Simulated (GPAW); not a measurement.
Runs of GPAW 26.7.0 on Al2O3. The structure is orthorhombic, space group Pnnm (No. 58). Conventional cell: a = 4.614 Å, b = 9.563 Å, c = 3.120 Å, α = 90.00°, β = 90.00°, γ = 90.00°. Al (site symmetry m) has 4 O at 1.68 to 1.82 Å as nearest neighbours. O (site symmetry 2/m) is surrounded by 2 Al at 1.68 Å. O (site symmetry m) is surrounded by 3 Al at 1.82 Å. Measurements of this composition are mostly on another form, of space group No. 167.

| task | level | potentials or basis | k mesh | band path | band points | gap on the mesh (eV) | pressure (GPa) | V0 of scaled cells (Å³/atom) | B0 (GPa) | largest force (eV/Å) |
| --- | --- | --- | --- | --- | --- | --- | --- | --- | --- | --- |
| band structure | RPBE | the program's PAW data sets (release 1.2.1) made for this functional, pw | 5 × 3 × 7 | GXSYGZURTZ,YT,UX,SR | 60 | 3.71 | 4.8 | - | - | 0.24 |
| band structure | PBEsol | PAW data sets generated in the run's folder for this functional, pw | 5 × 3 × 7 | GXSYGZURTZ,YT,UX,SR | 60 | 3.46 | -0.8 | - | - | 0.18 |
| band structure | LDA | the program's PAW data sets (release 1.2.1) made for this functional, pw | 4 × 2 × 6 | GXSYGZURTZ,YT,UX,SR | 60 | 3.40 | -4.7 | - | - | 0.17 |
| single point | TB-mBJ | GPAW PAW data sets for LDA (gpaw-data 1.2.1), pw | 4 × 2 × 6 | - | - | 5.92 | - | - | - | - |
| band structure | PBEsol | PAW data sets generated in the run's folder for this functional, pw | 4 × 2 × 6 | GXSYGZURTZ,YT,UX,SR | 60 | 3.46 | -0.8 | - | - | 0.18 |
| band structure | r2SCAN | GPAW PAW data sets (gpaw-data 1.2.1), pw | 4 × 2 × 6 | GXSYGZURTZ,YT,UX,SR | 60 | 4.17 | (b) | - | - | 0.21 |
| equation of state | PBEsol | PAW data sets generated in the run's folder for this functional, pw | 4 × 2 × 6 | - | - | - | - | 13.70 | 150 | - |
| equation of state | LDA | the program's PAW data sets (release 1.2.1) made for this functional, pw | 4 × 2 × 6 | - | - | - | - | (a) | 159 | - |

Alike in all rows: no spin polarisation; cell as given; cutoff (eV) 800; smearing fermi-dirac 0.05 eV.

Task: Fill in the values left out.

Result: (a) 13.35; (b) -2.6.

Caveats: the PAW data sets were made with another functional, which shifts forces and pressure a little (some runs); the cell was scaled at fixed shape and fractional positions, which overstates the stiffness of a crystal with free parameters, most of all of layers and chains (some runs); a model potential gives levels but no total energy (some runs).

Runs at the PBE level aren't shown here.
